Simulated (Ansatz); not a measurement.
**Ti: compression at zero temperature**

One table from this session's results is given with a row withheld; the runs are named, their logs left out.

Computed with Ansatz 0.2.0 (DFT r2SCAN, scalar-relativistic, plane waves, PAW, unless a step's input says otherwise).

### The starting structure

Symmetry: P6/mmm, No. 191, hexagonal system. Conventional cell: a = 4.568 Å, b = 4.568 Å, c = 2.825 Å, α = 90.00°, β = 90.00°, γ = 120.00°. Ti (site symmetry 6/mmm) is surrounded by 14 Ti at 2.82 to 2.99 Å. Ti (site symmetry -6m2) has 11 Ti at 2.64 to 2.99 Å as nearest neighbours.

Coordinates:

```xyz
3
Lattice="4.5680 0.0000 0.0000 -2.2840 3.9560 0.0000 0.0000 0.0000 2.8246" Properties=species:S:1:pos:R:3 pbc="T T T"
Ti    0.0000    0.0000    0.0000
Ti    0.0000    2.6373    1.4123
Ti    2.2840    1.3187    1.4123
```

It goes back to an entry of the Materials Project, which need not be the stable form.

It is the result of an earlier relaxation at this level (volume 17.01 Å³/atom; gap on the mesh: none (metal)).

The first run:

Input file input.yaml:

```yaml
crystal:
  lattice:
    - [4.5974476068, 0.0, 0.0]
    - [-2.2987238034, 3.98150642, 0.0]
    - [0.0, 0.0, 2.8427579585]
  atoms:
    - { symbol: Ti, position: [0.0, 0.0, 0.0] }
    - { symbol: Ti, position: [0.3333333333, 0.6666666667, 0.5] }
    - { symbol: Ti, position: [0.6666666667, 0.3333333333, 0.5] }
basis:
  ecutwfc: 500
kpoints:
  mp_grid: { grid: [12, 12, 14] }
hamiltonian:
  xc: r2scan
scf:
  occupations: { method: gaussian, width: 0.1 }
output:
  forces: true
  stress: true
  eigenvalues: true
relax:
  adjacent_minimum: "off"
  f_tol: 0.008
  max_steps: 50
  cell: { stress_tol: 0.08, p_target: -2.0 }
```

Started as:

```
$ ansatz run input.yaml --threads 1 --pin off --max-ram 2560MiB --backend cpu --events-out ev --progress --plain --runs-dir out
```

Steps of the session up to this table: -2 GPa; Relaxing at 2 GPa; Target pressure 5 GPa; 10 GPa; 20 GPa; Relaxing at 40 GPa.

One of the session's tables, all rows but one given; the rest of the session is left out.

Lengths are those of the vectors of the cell that was run:

```
P (GPa)  V (Å³/atom)  a (Å)  b (Å)  c (Å)  ΔH (eV/atom)
     -2        17.31  4.596  4.596  2.840        -0.214
      0        17.01  4.568  4.568  2.825         0.000
      2        16.74  4.542  4.542  2.811         0.211
      5        16.36  4.505  4.505  2.791         0.520
     10        15.80  4.450  4.450  2.763         1.022
     20            ?      ?      ?      ?             ?
     40        13.52  4.212  4.212  2.640         3.745
```

**Question.** Estimate the row for P (GPa) = 20.

Worked estimate for «V (Å³/atom)». A straight line through the neighbours (10, 15.80) and (40, 13.52) gives 15.80 + (13.52 − 15.80) × (20 − 10) / (40 − 10) = 15.04; a parabola fitted to 3 rows on both sides gives 14.83.

**Answer.** V (Å³/atom): 14.87; a (Å): 4.356; b (Å): 4.356; c (Å): 2.715; ΔH (eV/atom): 1.978. In «V (Å³/atom)» the line misses by +0.17 and the parabola by -0.04.

ΔH is E + PV over the energy at zero pressure; a, b and c are the vectors of the computed cell. 

To keep in mind: Other structures may take over in this range; these runs cannot find them.
